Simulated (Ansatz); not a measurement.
Here is the system:

CaF₂ (fluorite)

```
CaF2
1.0
    0.00000     5.51096     5.51096
    2.75548     0.00000     2.75548
    2.75548     2.75548     0.00000
Ca F
2 4
Direct
  0.00000   0.00000   0.00000
  0.50000   0.00000   0.00000
  0.12500   0.25000   0.25000
  0.62500   0.25000   0.25000
  0.37500   0.75000   0.75000
  0.87500   0.75000   0.75000
```

A phonon eigenvector at L = (0.5, 0.0, 0.0) is frozen into this cell: atom i moves by Q times the vector below, so Q is the largest atomic displacement, in Å. The cell is held. It is one choice among 2 degenerate patterns. (q is in reciprocal vectors of the primitive cell; the cell shown is doubled to hold the pattern.)

```
atom       x       y       z
----  ------  ------  ------
F3     0.285  -0.520   0.805
F4    -0.285   0.520  -0.805
F5     0.285  -0.520   0.805
F6    -0.285   0.520  -0.805
```

Atoms not listed stay in place.

Calculation: PBE (plane waves to 420 eV, PAW, scalar-relativistic; Ansatz, an electronic-structure program). k mesh 5×10×10 (Γ-centred), Fermi-Dirac smearing 0.05 eV. Energies are smeared free energies. CaF2 was relaxed with its symmetry unable to fall. The zero of ΔE is the undisplaced structure.

The scan covers Q from -0.100 to 0.100 Å in 13 points.

Which space group does the distorted structure have?

P-1 (No. 2), lowered from Fm-3m.

What is the energy change at Q = 0.100 Å?

94.7 meV/cell.

What harmonic wavenumber does the curvature at Q = 0 give?

259 cm⁻¹.

(A displaced cell: forces are minus the slopes of the energy, force constants its curvatures, and phonons follow from these.)
